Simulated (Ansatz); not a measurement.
BeTe:

```
Te Be
1.0
     0.00000    2.77000    2.77000
     2.77000    0.00000    2.77000
     2.77000    2.77000    0.00000
Te Be
1 1
Direct
  0.75000 0.75000 0.75000
  0.00000 0.00000 0.00000
```

* Program: Ansatz 0.2.0
* Task: single point
* Functional: PBE
* Potentials or basis: all-electron LAPW, scalar-relativistic
* Cutoff: 227 eV (chosen from the basis error)
* Basis error allowed: 0.001 eV/atom
* k mesh: 8 × 8 × 8
* Occupations: fermi-dirac, width 0.05 eV
* Spin: no spin polarisation

On this cell: pressure 4.3 GPa; largest force zero by symmetry; band gap on the k mesh 1.86 eV, indirect (least direct gap 3.59 eV).

The same run follows on a disturbed copy (atoms moved at random, drawn with an rms of 0.05 Å):

```
Te Be
1.0
     0.00000    2.77000    2.77000
     2.77000    0.00000    2.77000
     2.77000    2.77000    0.00000
Te Be
1 1
Direct
  0.75375 0.75807 0.73213
  0.00497 0.98669 0.00194
```

Question: What does the disturbed cell give?

Answer: The energy moves by +12.3 meV/atom; pressure 4.5 GPa; largest force 0.611 eV/Å; band gap on the k mesh 1.60 eV, indirect (least direct gap 3.18 eV).

Forces in eV/Å, atoms in the order of the input:
```
Te   0.042  0.440 -0.421
Be  -0.042 -0.440  0.421
```

Stress tensor (GPa, compression positive):
```
 4.53  1.25 -1.31
 1.25  4.42 -0.12
-1.31 -0.12  4.43
```

Caveats: spin-orbit coupling is left out, which moves the levels of the heavy elements.

A k mesh can miss the band edges.
